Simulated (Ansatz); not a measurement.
**PtS2: how the settings move a single-point run**

Question: which choices in the input matter for PtS2? The cell is built on a prototype (3R-MoS2 type) and needn't be the phase found in nature.

Computed with Ansatz 0.2.0 (reference: DFT, HSE06, plane waves, PAW, unless a step's input says otherwise).

3 further runs of the same task are left out: 3 that didn't finish.

## (1) The system as given

The structure is trigonal, space group R3m (No. 160). Conventional cell: a = 3.478 Å, b = 3.478 Å, c = 15.288 Å, α = 90.00°, β = 90.00°, γ = 120.00°. Around Pt (site symmetry 3m) lie 6 S at 2.41 to 2.48 Å. S (site symmetry 3m) has 3 Pt at 2.48 Å as nearest neighbours. S (site symmetry 3m) has 3 Pt at 2.41 Å as nearest neighbours.

As a file:

```cif
data_structure
_symmetry_space_group_name_H-M 'R3m:H'
_symmetry_Int_Tables_number 160
_cell_length_a 3.4783
_cell_length_b 3.4783
_cell_length_c 15.2876
_cell_angle_alpha 90.000
_cell_angle_beta 90.000
_cell_angle_gamma 120.000
_cell_volume 160.18
loop_
_atom_site_label
_atom_site_type_symbol
_atom_site_symmetry_multiplicity
_atom_site_Wyckoff_symbol
_atom_site_fract_x
_atom_site_fract_y
_atom_site_fract_z
_atom_site_occupancy
Pt1 Pt 3 a 0.00000 0.00000 0.00263 1
S1 S 3 a 0.33333 0.66667 0.24107 1
S2 S 3 a 0.66667 0.33333 0.08964 1
```

## (2) Baseline

File input.yaml:

```yaml
crystal:
  lattice:
    - [1.7391392294, 1.0040925022, 5.095870381]
    - [-1.7391392294, 1.0040925022, 5.095870381]
    - [0.0, -2.0081850045, 5.095870381]
  atoms:
    - { symbol: Pt, position: [-0.002625645, -0.002625645, -0.002625645] }
    - { symbol: S, position: [0.425598338, 0.425598338, 0.425598338] }
    - { symbol: S, position: [0.2436939735, 0.2436939735, 0.2436939735] }
kpoints:
  mp_grid: { grid: [4, 4, 4] }
hamiltonian:
  xc: hse06
scf:
  occupations: { method: fermi_dirac, width: 0.02 }
  n_extra_bands: 4
output:
  forces: true
  stress: true
  eigenvalues: true
  write_density: true
  write_potential: true
  elf: true
  volumetric_format: npy
```

The run is started by

```
ansatz run input.yaml --threads 4 --pin off --max-ram 3686MiB --backend cpu --events-out ev --progress --plain --runs-dir out
```

## (3) Variant: exchange pbe, correlation pbe, coeff 0.75, omega 0.1

Changes to input.yaml since step 2:

```diff
@@ -12,3 +12,3 @@
 hamiltonian:
-  xc: hse06
+  xc: { exchange: pbe, correlation: pbe, exx: { coeff: 0.75, omega: 0.1 } }
 scf:
@@ -20,5 +20 @@
   eigenvalues: true
-  write_density: true
-  write_potential: true
-  elf: true
-  volumetric_format: npy
```

## (4) A run with other settings

Changes to input.yaml since step 2:

```diff
@@ -16,2 +16,3 @@
   n_extra_bands: 4
+  exx: { singularity: regularized }
 output:
@@ -20,5 +21 @@
   eigenvalues: true
-  write_density: true
-  write_potential: true
-  elf: true
-  volumetric_format: npy
```

(Steps that only read results are left out.)

Before running it: what results should come out? Wanted: for each run, ending; energy change; pressure; gap; force.

The runs gave:

```tsv
run	ending	energy change	pressure (GPa)	gap (eV)	force (eV/Å)	cycles	time
reference	converged	-	-1.0	0.00	0.46	26	75 s
1: exchange pbe, correlation pbe, coeff 0.75, omega 0.1	converged	not comparable	-9.4	1.29	1.82	68	1.9 min
2: singularity regularized	timeout	-	-	-	-	26	53 s
```

Times don't compare one to one where runs were asked for different outputs or read a saved state (see the inputs); cycles may leave out searches for a lower state.

Residual by cycle in the longest SCF loop of each run; runs are numbered as in the table. The quantity is the density residual dr2, in eV.

```tsv
cycle	reference	run 1	run 2
1	0.0252	6.3e-4	9.8e-9
2	0.00513	2.6e-4	5.5e-9
3	3.1e-4	3.5e-4	2.9e-9
4	1.9e-5	7.2e-5	5.2e-11
5	2.3e-6	9.4e-5	-
6	1.2e-7	3.1e-5	-
7	1.3e-8	4.4e-5	-
8	7.2e-10	1.2e-5	-
9	-	2.4e-6	-
10	-	1.2e-6	-
11	-	1.9e-7	-
```

**Reading.** 1 of the 2 altered inputs did not end normally.
